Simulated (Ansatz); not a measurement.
NiO in the NiAs-type structure

Method: PBEsol, scalar-relativistic; collinear spin; PAW, 420 eV, Γ-centred 12×12×8 mesh, 0.05 eV Gaussian smearing; code Ansatz; PAW files: Ansatz's generated set soft_2.

```yaml
crystal:
  lattice:
    - [2.81999, 0.00000, 0.00000]
    - [-1.40999, 2.44218, 0.00000]
    - [0.00000, 0.00000, 5.00281]
  atoms:
    - { symbol: Ni, position: [0.00000, 0.00000, 0.00000] }
    - { symbol: Ni, position: [0.00000, 0.00000, 0.50000] }
    - { symbol: O, position: [0.33333, 0.66667, 0.25000] }
    - { symbol: O, position: [0.66667, 0.33333, 0.75000] }
```

This is a trial structure; measured cells of the compound in the Crystallography Open Database are in space group Fm-3m (rock salt).

Magnetic state: weakly polarised, site spin moments Ni -0.08 μB.

The cell above was scaled in volume, and shape and atoms were relaxed at each volume within its symmetry. Energies are counted from the cell above.

Cell and atoms are those of this level's equilibrium.

```csv
V (Å³/atom),ΔE (meV/atom),P (GPa),largest moment (μB)
8.27,10.6,10.2,0.10
8.44,?,?,?
8.61,0.0,0.0,0.08
8.79,2.4,-4.3,0.07
8.96,9.2,-8.2,0.06
```

Task: Fill in the withheld row.

Result: ΔE (meV/atom): 2.6, P (GPa): 4.9, largest moment (μB): 0.09.

Task: What do the points give for the equilibrium volume, the bulk modulus and its pressure derivative (third-order Birch–Murnaghan)?

Result: V0 = 8.61 Å³/atom, B0 = 229 GPa, B0′ = 4.7.

B0·V0 = 229.1 GPa × 8.61 Å³ = 12.32 eV/atom sets the scale: near the minimum ΔE ≈ ½ B0 V0 x², with x = V/V0 − 1, and a pressure of 2.3 GPa squeezes the volume by about 1 %. At the ends of the curve: x = −4.0 % predicts 9.8 meV/atom and the run gives 10.6; x = +4.0 % predicts 9.9 meV/atom and the run gives 9.2. Compression costs more and expansion less than the parabola says, since the crystal stiffens as it shrinks; B0′ measures that.

The run wasn't fully tested for a lower electronic state. So small a moment in a metal hangs on mesh and smearing, and semilocal functionals can overstate it, so the real crystal may have none. Site moments are of spin, integrated over atomic spheres. Compounds of this kind are often insulators, so the metal found may come from the functional, which lacks a U or exact exchange, or from the structure.
